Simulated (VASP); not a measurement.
Set up this calculation in VASP 6.6.1, as the native input.

```yaml
Task: single point
Functional: PBEsol
Potentials_or_basis: VASP PAW PBE potentials, release 64 (In_d, P)
Cutoff: 520 eV
k_mesh: 8 × 8 × 8
Occupations: gaussian, width 0.02 eV
Spin: no spin polarisation
Dipole_correction: no
Further_INCAR_settings: ALGO = Normal; EDIFF = 1e-06; NBANDS = 16
```

The structure of InP lies in POSCAR:

```
InP
1.0
    0.0000000000     -2.9390910345     -2.9390910345
    2.9390910345      0.0000000000     -2.9390910345
    2.9390910345     -2.9390910345      0.0000000000
In P
1 1
Direct
    0.0000000000      0.0000000000      0.0000000000
    0.7500000000      0.7500000000      0.7500000000
```

These files were run (other wordings do the same):

INCAR

```
SYSTEM = InP
  ALGO = Normal
  EDIFF = 1E-6
  ENCUT = 520
  GGA = PS
  ISIF = 2
  ISMEAR = 0
  LASPH = .True.
  LCHARG = .False.
  LREAL = .False.
  LWAVE = .False.
  NBANDS = 16
  NELM = 60
  PREC = Accurate
  SIGMA = 0.02
```

KPOINTS

```
k-points
0
Gamma
  8 8 8
  0 0 0
```

Potentials or basis: VASP PAW PBE potentials, release 64 (In_d, P).

Run with:

```bash
$ cat potpaw_PBE.64/In_d/POTCAR potpaw_PBE.64/P/POTCAR > POTCAR
$ mpirun -np 1 vasp_std > vasp.out
```

It gave:

```yaml
Pressure: 0.0 GPa
Band_gap_on_the_k_mesh: 0.57 eV, direct
```

Caveat: the PAW data sets were made with another functional, which shifts forces and pressure a little; spin-orbit coupling is left out, which moves the levels of the heavy elements.

Wall time 10 s on 1 thread of AMD EPYC 9R45 96-Core Processor (Zen 5), on a shared host, peak memory 0.15 GiB.
